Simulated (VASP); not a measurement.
SnSe in VASP 6.6.1, single-point calculation

INCAR

```
NSW = 0
EDIFF = 1E-7
SIGMA = 0.02
LWAVE = .FALSE.
GGA = PE
ISIF = 2
ISMEAR = -1
ENCUT = 520
LREAL = .TRUE.
NBANDS = 17
IBRION = -1
NELM = 54
PREC = Single
LCHARG = .FALSE.
LASPH = .TRUE.
```

KPOINTS

```
KPOINTS created by Atomic Simulation Environment
0
Gamma
6 6 6
0 0 0
```

POSCAR

```
Sn Se
 1.0000000000000000
     0.0000000000000000    3.3639842963000000    3.4558210676000001
     3.3639842963000000    0.0000000000000000    3.4558210676000001
     3.3639842963000000    3.3639842963000000    0.0000000000000000
 Sn  Se
   1   1
Cartesian
  0.0000000000000000  0.0000000000000000  0.0000000000000000
  1.6819921481500002  1.6819921481500002  1.7279105337999998
```

The recommended PBE PAW datasets give the neutral cell 20 valence electrons.

Command

```
mpirun -np 1 vasp_std
```

Question: Predict the outcome of this run.

Answer: It converged. Results: gap between bands v and c on the k mesh 0.14 eV; least direct gap on the k mesh 0.65 eV; pressure -0.1 GPa. Band v is the last that the valence electrons fill when counted band by band, and c is the next.

OSZICAR

```
N       E                     dE             d eps       ncg     rms          rms(c)
DAV:   1     0.131902806517E+03    0.13190E+03   -0.95666E+03  1032   0.126E+03
DAV:   2     0.579854587699E+01   -0.12610E+03   -0.12255E+03  1101   0.316E+02
DAV:   3    -0.772305567933E+01   -0.13522E+02   -0.13346E+02  1261   0.950E+01
DAV:   4    -0.809762174078E+01   -0.37457E+00   -0.37430E+00  1208   0.176E+01
DAV:   5    -0.811002806394E+01   -0.12406E-01   -0.12406E-01  1459   0.310E+00    0.325E+00
DAV:   6    -0.775280694731E+01    0.35722E+00   -0.10227E+00  1474   0.463E+00    0.196E+00
DAV:   7    -0.775122561723E+01    0.15813E-02   -0.11517E-01  1083   0.140E+00    0.101E+00
DAV:   8    -0.775412790141E+01   -0.29023E-02   -0.13967E-02  1205   0.104E+00    0.127E-01
DAV:   9    -0.775432146743E+01   -0.19357E-03   -0.39094E-03  1163   0.395E-01    0.919E-02
DAV:  10    -0.775475653318E+01   -0.43507E-03   -0.64551E-04  1078   0.155E-01    0.255E-02
DAV:  11    -0.775486182552E+01   -0.10529E-03   -0.12208E-04  1171   0.628E-02    0.772E-03
DAV:  12    -0.775487058657E+01   -0.87610E-05   -0.12646E-05  1131   0.370E-02    0.252E-03
DAV:  13    -0.775487243935E+01   -0.18528E-05   -0.30440E-06  1131   0.856E-03    0.245E-03
DAV:  14    -0.775487256092E+01   -0.12157E-06   -0.42123E-07  1117   0.441E-03    0.350E-04
DAV:  15    -0.775487257449E+01   -0.13578E-07   -0.26324E-08   951   0.104E-03
   1 F= -.77548726E+01 E0= -.77548008E+01  d E =-.143462E-03
```

Standard output (part)

```
POSCAR found type information on POSCAR SnSe
 POSCAR found :  2 types and       2 ions
|     You have a (more or less) 'small supercell' and for smaller cells       |
|     it is recommended to use the reciprocal-space projection scheme!        |
|     The real-space optimization is not efficient for small cells and it     |
|     is also less accurate ...                                               |
|     Therefore, set LREAL=.FALSE. in the INCAR file.                         |
|     The real-space projection scheme for the treatment of the non-local     |
|     real-space optimization of all non-local projectors! BE WARNED that     |
|     a calculation using the real-space projection scheme together with      |
|     non-local projectors which were not real-space optimized (according     |
|     to the plane-wave cutoff used in this calculation) might give more      |
|     or less inaccurate results. I hope you know what you are doing.         |
 LDA part: xc-table for (Slater+PW92), standard interpolation
 POSCAR, INCAR and KPOINTS ok, starting setup
 WAVECAR not read
 entering main loop
```

For comparison, a separate PBE run of the intended cell, on usual settings and not on those above, gives a gap of 0.14 eV on its mesh and a pressure of -0.1 GPa.
